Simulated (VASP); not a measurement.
LiCl, 2 atoms in the cell. It takes space group Pm-3m (No. 221, cubic). The conventional cell has a = 2.745 Å, b = 2.745 Å, c = 2.745 Å, α = 90.00°, β = 90.00°, γ = 90.00°. Around Li (site symmetry m-3m) lie 8 Cl at 2.38 Å. Cl (site symmetry m-3m) has 8 Li at 2.38 Å as nearest neighbours. The cell was built by a generator and needn't be a form met in nature.

* Program: VASP 6.6.1
* Task: relaxation of cell and atoms
* Functional: PBE
* Potentials or basis: VASP PAW PBE potentials, release 64 (Li_sv, Cl)
* Cutoff: 600 eV
* k mesh: 8 × 8 × 8
* Occupations: fermi-dirac, width 0.02 eV
* Spin: no spin polarisation
* Dipole correction: no
* Further INCAR settings: ALGO = Normal; EDIFF = 1e-06; IBRION = 2; EDIFFG = -0.005; NSW = 80; ISIF = 3

Potentials or basis: VASP PAW PBE potentials, release 64 (Li_sv, Cl).

The run is started by

```console
$ cat potpaw_PBE.64/Li_sv/POTCAR potpaw_PBE.64/Cl/POTCAR > POTCAR
$ mpirun -np 1 vasp_std > vasp.out
```

Hardware: 1 thread of AMD EPYC 9R45 96-Core Processor (Zen 5), with other jobs on the host.

**Question.** How long does it take, and how much memory?

**Answer.** Run time: 15 s on 1 thread of AMD EPYC 9R45 96-Core Processor (Zen 5), on a shared host, peak memory 0.1 GiB. Counts: scf iterations 40, k points 35, ion steps 5.
